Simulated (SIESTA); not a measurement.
The system is MoS2.

```
Mo S
1.0
     1.58000    0.91221    6.15000
    -1.58000    0.91221    6.15000
     0.00000   -1.82443    6.15000
Mo S
1 2
Direct
  0.00000 0.00000 0.00000
  0.41700 0.41700 0.41700
  0.25000 0.25000 0.25000
```

Measurements of this composition are mostly on another form, of space group No. 194.

Base run:

| Property | Result |
| --- | --- |
| Program | SIESTA 5.4.2 |
| Functional | revPBE |
| Potentials or basis | PseudoDojo 0.4 standard (PBE files) |
| Basis | DZP (energy shift 0.003 Ry; two zetas on semicore shells) |
| Grid cutoff | 800 Ry |
| Energy shift | 0.003 Ry |
| k mesh | 7 × 7 × 7 |
| Occupations | fermi-dirac, width 0.05 eV |
| Spin | no spin polarisation |

Its results: band gap on the k mesh 1.17 eV, indirect (least direct gap 2.18 eV); pressure 10.0 GPa; largest force 0.975 eV/Å.

Q: After a change of settings the same cell gave: band gap on the k mesh 1.13 eV, indirect (least direct gap 2.17 eV); pressure 8.8 GPa; largest force 0.999 eV/Å. Which change was it?
A. functional from revPBE to BLYP
B. functional from revPBE to PBEsol; potentials or basis from PseudoDojo 0.4 standard (PBE files) to PseudoDojo 0.4 standard (PBEsol files)
C. functional from revPBE to AM05; potentials or basis from PseudoDojo 0.4 standard (PBE files) to PseudoDojo 0.4 standard (PBEsol files)
D. functional from revPBE to PW91

A: D.

PW91 binds more tightly than revPBE, so the same cell stands under less pressure.

Caveats: the potentials were made for another functional, which shifts forces and pressure; an odd mesh through Γ misses points on the zone boundary, where band edges often lie; the basis of atomic orbitals isn't converged, which shifts pressures, moduli and gaps.

Runs at the PBE level aren't shown here.
